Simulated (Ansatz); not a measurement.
# Generalised stacking fault in W

Method: DFT PBE, scalar-relativistic, plane waves, PAW (Ansatz 0.2.0). The runs took a 420 eV cutoff, a Γ-centred 18×18×5 mesh and Gaussian smearing (0.15 eV). Spin–orbit coupling is left out, which can shift energies with elements as heavy as these. No spin polarisation. Energies are free energies at this smearing, counted from the undisturbed cell; pressure is positive in compression.

The starting cell (as given, not relaxed at this level; it stands at -3.1 GPa):

```
W
1.0
    -1.59730    1.59730   -1.59730
    -1.59730   -1.59730    1.59730
     0.00000    6.38920    6.38920
W
4
Direct
  0.00000 0.00000 0.87500
  0.50000 0.50000 0.12500
  0.00000 0.00000 0.37500
  0.50000 0.50000 0.62500
```

The cut lies on the cell's a–b face, a (0 1 1) plane (indices in the standard cell, whose axes needn't be the Cartesian ones shown) of area 7.22 Å², between layers 2.26 Å apart. Vector c is tilted by f times 1·a − 1·b (length 4.518 Å) with the atoms' Cartesian places fixed: one unrelaxed fault a cell. The cell is metallic on the mesh throughout.

```
     f  γ (mJ/m²) shear traction, the slope of γ along the slip (GPa)
0.0000          0                                                  0.0
0.0833        452                                                 21.4
0.1667       1233                                                 14.8
0.2500       1648                                                 13.9
0.3333       2630                                                 38.7
0.4167       4236                                                 39.3
0.5000       5068                                                  0.0
```

By symmetry 0.6667 repeats 0.3333, 0.8333 repeats 0.1667, 0.5833 repeats 0.4167, 0.7500 repeats 0.2500, 0.9167 repeats 0.0833 in energy, with the opposite slope along the path.